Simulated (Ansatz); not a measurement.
The cell of GaP is invented: 4-connected net, two elements alternating (Pmmm, No. 47). The dimensions are guesses.

```cif
data_structure
_symmetry_space_group_name_H-M 'Pmmm'
_symmetry_Int_Tables_number 47
_cell_length_a 3.3244
_cell_length_b 3.7525
_cell_length_c 8.6702
_cell_angle_alpha 90.000
_cell_angle_beta 90.000
_cell_angle_gamma 90.000
_cell_volume 108.16
loop_
_atom_site_label
_atom_site_type_symbol
_atom_site_symmetry_multiplicity
_atom_site_Wyckoff_symbol
_atom_site_fract_x
_atom_site_fract_y
_atom_site_fract_z
_atom_site_occupancy
Ga1 Ga 2 t 0.50000 0.50000 0.17805 1
Ga2 Ga 1 c 0.00000 0.00000 0.50000 1
P1 P 2 s 0.50000 0.00000 0.32195 1
P2 P 1 e 0.00000 0.50000 0.00000 1
```

Method: Ansatz 0.2.0, DFT PBE, scalar-relativistic, plane waves, PAW. Cutoff 420 eV, Gaussian smearing, Γ-centred meshes. Cell and atoms relax first on a coarse mesh and then on a finer one. In between, the cell is made exact in the group found at 0.06 Å. In metals the finer mesh still leaves noise of several meV/atom or more. The steps can't lower the symmetry of their start. No spin polarisation.

A guess keeps its type if space group and coordination stay and the shape of the cell changes little (axis ratios within about 15 %, angles within 6°); the volume may change.

Question: Will the relaxed cell still be of the starting type?

Answer: It keeps its type. The symmetry stays Pmmm (No. 47). The volume per atom grows by 19.1 %, from 18.0 to 21.5 Å³. The shortest distance goes from 2.25 Å (Ga–P) to 2.36 Å (Ga–P). Counting neighbours within 15 % of an atom's shortest distance, the start has Ga 4, P 4 and the end Ga 4, P 4.

The last run used a 10×10×4 mesh (in the run's order of axes) for its 6-atom cell and Gaussian smearing of 0.10 eV. A structure relaxed within its symmetry needn't be a true minimum.
